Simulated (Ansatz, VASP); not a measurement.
**CdSe in VASP and in Ansatz**

The input INCAR:

```
SYSTEM = CdSe
PREC = Accurate
ENCUT = 520
EDIFF = 1E-7
ISMEAR = -1
SIGMA = 0.05
LREAL = .FALSE.
LASPH = .TRUE.
NELM = 60
ALGO = Normal
ISIF = 2
LWAVE = .FALSE.
LCHARG = .FALSE.
GGA = CA
NBANDS = 16
```

File KPOINTS:

```
Automatic mesh
0
G
  12 12 12
  0 0 0
```

POSCAR

```
CdSe
1.0
    0.0000000000      2.3022857817      2.3022857817
    2.3022857817      0.0000000000      2.3022857817
    2.3022857817      2.3022857817      0.0000000000
Cd Se
1 1
Direct
    0.0000000000      0.0000000000      0.0000000000
    0.2500000000      0.2500000000      0.2500000000
```

Input for Ansatz:

```yaml
crystal:
  lattice:
    - [0.0, 2.3022857817, 2.3022857817]
    - [2.3022857817, 0.0, 2.3022857817]
    - [2.3022857817, 2.3022857817, 0.0]
  atoms:
    - { symbol: Cd, position: [0.0, 0.0, 0.0] }
    - { symbol: Se, position: [0.25, 0.25, 0.25] }
kpoints:
  mp_grid: { grid: [12, 12, 12] }
  band_path:
    path:
      - [0.0, 0.0, 0.0]
      - [-0.5, -0.5, 0.0]
      - [-0.375, -0.375, 0.25]
      - [-0.375, 0.0, 0.375]
      - [0.0, 0.0, 0.0]
      - [0.0, 0.0, 0.5]
      - [-0.5, -0.25, 0.25]
      - [-0.5, -0.5, 0.0]
    npoints: 8
scf:
  occupations: { method: fermi_dirac, width: 0.05 }
hamiltonian:
  xc: lda
  pseudopotentials: { kind: paw }
output:
  forces: true
  stress: true
  eigenvalues: true
  populations: true
  dos: { projected: true, de: 0.2, e_range: [-14, 8] }
```

Change from the starting cell: volume scaled by 0.45, PAW files.

Alike in both runs: task single point; functional LDA; k mesh 12 × 12 × 12; occupations fermi-dirac, width 0.05 eV; no spin polarisation.

|  | VASP | Ansatz |
| --- | --- | --- |
| version | VASP 6.6.1 | Ansatz 0.2.0 |
| potentials or method | VASP PAW LDA potentials, release 64 (Cd, Se) | PAW with Ansatz's default frozen-core files, scalar-relativistic |
| plane-wave cutoff (eV) | 520 | 420 |
| valence electrons in the cell | 18 | 36 |

|  | VASP | Ansatz | Ansatz less VASP |
| --- | --- | --- | --- |
| pressure (GPa) | 308.8 | 296.0 | -12.82 |

The two sets of potentials don't hold the same shells in valence.

Caveats: the cell as given lies far from equilibrium; so large a pressure means that the cell lies far from this level's equilibrium, or that cutoff or potentials fall short (VASP). A k mesh can miss the band edges.
